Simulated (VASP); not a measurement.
# CdTe: band structure with r2SCAN

**Measured values to compare with.**

From a printed reference work, data compilation, for a bulk crystal of CdTe at 0 K: band gap 1.607 eV.

The system is CdTe.

```
Cd Te
1.0
     0.00000    3.24767    3.24767
     3.24767    0.00000    3.24767
     3.24767    3.24767    0.00000
Cd Te
1 1
Direct
  0.00000 0.00000 0.00000
  0.75000 0.75000 0.75000
```

The cell is a database's computed one.

* Program: VASP 6.6.1
* Task: band structure
* Functional: r2SCAN
* Potentials or basis: VASP PAW PBE potentials, release 64 (Cd, Te)
* Cutoff: 520 eV
* k mesh: 10 × 10 × 10
* Occupations: gaussian, width 0.02 eV
* Spin: no spin polarisation
* Further INCAR settings: ALGO = Normal; EDIFF = 1e-07

| Item | Value |
| --- | --- |
| Pressure | 1.3 GPa |
| Band gap on the k mesh | 1.25 eV, direct |
| Band gap along the path | 1.25 eV, direct |

Levels at the corners of the path, in eV from the valence-band top:
```tsv
point	band 6	band 7	band 8	band 9	band 10	band 11	band 12	band 13
Γ	-8.26	0.00	0.00	0.00	1.25	5.04	5.04	5.04
X	-7.74	-4.32	-1.89	-1.89	2.89	2.99	9.43	9.78
X	-7.74	-4.32	-1.89	-1.89	2.89	2.99	9.43	9.78
W	-7.66	-4.18	-2.36	-2.22	4.65	4.95	6.09	6.70
W	-7.66	-4.18	-2.36	-2.22	4.65	4.95	6.09	6.70
K	-7.70	-4.21	-2.59	-1.56	3.22	4.87	7.82	7.97
K	-7.70	-4.21	-2.59	-1.56	3.22	4.87	7.82	7.97
Γ	-8.26	0.00	0.00	0.00	1.25	5.04	5.04	5.04
Γ	-8.26	0.00	0.00	0.00	1.25	5.04	5.04	5.04
L	-7.89	-4.46	-0.78	-0.78	2.23	5.59	5.59	7.41
L	-7.89	-4.46	-0.78	-0.78	2.23	5.59	5.59	7.41
U	-7.70	-4.21	-2.59	-1.56	3.22	4.87	7.82	7.97
U	-7.70	-4.21	-2.59	-1.56	3.22	4.87	7.82	7.97
W	-7.66	-4.18	-2.36	-2.22	4.65	4.95	6.09	6.70
W	-7.66	-4.18	-2.36	-2.22	4.65	4.95	6.09	6.70
L	-7.89	-4.46	-0.78	-0.78	2.23	5.59	5.59	7.41
L	-7.89	-4.46	-0.78	-0.78	2.23	5.59	5.59	7.41
K	-7.70	-4.21	-2.59	-1.56	3.22	4.87	7.82	7.97
U	-7.70	-4.21	-2.59	-1.56	3.22	4.87	7.82	7.97
X	-7.74	-4.32	-1.89	-1.89	2.89	2.99	9.43	9.78
```

Run time: 4.9 min on 1 thread of Intel(R) Xeon(R) Platinum 8488C (Sapphire Rapids), with other jobs on the host, peak memory 0.26 GiB.

Measured gap of CdTe: 1.607 eV (0 K; a printed reference work, data compilation). This calculation gives 1.25 eV (-0.36 eV). Spin-orbit coupling on Cd, Te is left out. The value is that of r2SCAN, without temperature or zero-point motion. The cell is a database's relaxed one, not the measured one, which moves gaps too.

Caveat: the PAW data sets were made with another functional, which shifts forces and pressure a little; spin-orbit coupling is left out, which moves the levels of the heavy elements.
